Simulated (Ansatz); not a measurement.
Relaxed bulk HfC:

Space group Fm-3m (No. 225). a = 4.607 Å, b = 4.607 Å, c = 4.607 Å, α = 90.00°, β = 90.00°, γ = 90.00°
```csv
atom,site,symmetry,x,y,z
Hf,4b,m-3m,0.5000,0.0000,0.0000
C,4a,m-3m,0.0000,0.0000,0.0000
```

Miller indices refer to the conventional cell of Fm-3m (No. 225), a = 4.607 Å, b = 4.607 Å, c = 4.607 Å, α = 90.00°, β = 90.00°, γ = 90.00°.

Computed with DFT PBEsol, scalar-relativistic, plane waves, PAW (Ansatz). Cutoff 420 eV, Gaussian smearing of 0.10 eV, no spin polarisation. A dipole correction acts along the normal.

A relaxed slab with low-index faces, about a nanometre thick, has these properties:

```yaml
Surface_energy_mean_of_both_faces: 5.62 J/m²
Work_function: 6.86 eV (top), 4.73 eV (bottom)
Dipole_of_the_slab_along_+c_per_cell: -0.11 e·Å
```

Q: Which low-index plane was cut, and which atoms end it?

A: The (111) plane, with C in the top plane and Hf in the bottom one as cut, before relaxation. The planes from bottom to top: Hf, C, Hf, C, Hf, C, Hf, C, Hf, C.

Spin-orbit coupling is left out, which matters for the bands of heavy elements. In some of the runs charge leaks into the vacuum, so their work functions can be off.